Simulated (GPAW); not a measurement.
Te2Mo:

```xyz
6
Lattice="3.5182 0.0000 0.0000 -1.7591 3.0469 0.0000 0.0000 0.0000 13.9736" Properties=species:S:1:pos:R:3 pbc="T T T"
Te    1.7591    1.0156    5.2960
Te    0.0000    2.0312   12.2828
Te    0.0000    2.0312    8.6776
Te    1.7591    1.0156    1.6908
Mo    1.7591    1.0156   10.4802
Mo    0.0000    2.0312    3.4934
```

```yaml
Program: GPAW 26.7.0
Task: relaxation of cell and atoms
Functional: BLYP
Dispersion: D3(BJ)
Potentials_or_basis: PAW data sets generated in the run's folder for this functional
Cutoff: 600 eV
Basis: pw
k_mesh: 5 × 5 × 2
Occupations: fermi-dirac, width 0.05 eV
Spin: no spin polarisation
```

At the start: pressure 0.2 GPa; volume 24.96 Å³/atom.

Question: How do energy, volume and symmetry change on relaxing?

Answer: Over 23 steps the energy falls by 10.4 meV/atom and the volume is 24.15 Å³/atom (-3.2 %); space group P6_3/mmc (No. 194, to 0.05 Å).

Step by step:
```tsv
step	energy change (eV)	largest force (eV/Å)	pressure (GPa)	volume (Å³)
1	0.0000	0.3215	0.22	149.79
2	-0.0041	0.2745	0.02	149.81
3	-0.0103	0.1909	-0.32	149.84
4	-0.0161	0.0905	-0.71	149.82
5	-0.0207	0.0006	-1.05	149.67
6	-0.0255	0.0590	-1.22	149.37
7	-0.0319	0.0751	-1.19	148.88
8	-0.0398	0.0497	-0.95	148.25
9	-0.0481	0.0156	-0.51	147.41
10	-0.0542	0.0978	0.05	146.42
11	-0.0580	0.1335	0.43	145.46
12	-0.0612	0.0824	0.45	144.70
13	-0.0608	0.0506	0.11	144.18
14	-0.0609	0.0467	0.12	144.19
15	-0.0610	0.0394	0.14	144.20
16	-0.0612	0.0294	0.17	144.23
17	-0.0613	0.0184	0.19	144.27
18	-0.0615	0.0080	0.20	144.33
19	-0.0617	0.0003	0.20	144.40
20	-0.0618	0.0048	0.18	144.50
21	-0.0620	0.0053	0.14	144.62
22	-0.0622	0.0012	0.07	144.76
23	-0.0624	0.0062	-0.01	144.93
```

Final structure:
```xyz
6
Lattice="3.5282 0.0000 0.0000 -1.7641 3.0555 0.0000 0.0000 0.0000 13.4434" Properties=species:S:1:pos:R:3 pbc="T T T"
Te    1.7641    1.0185    5.1679
Te    0.0000    2.0370   11.8897
Te    0.0000    2.0370    8.2755
Te    1.7641    1.0185    1.5538
Mo    1.7641    1.0185   10.0826
Mo    0.0000    2.0370    3.3609
```

Caveat: the k mesh is coarse; later steps reuse the first step's grids.
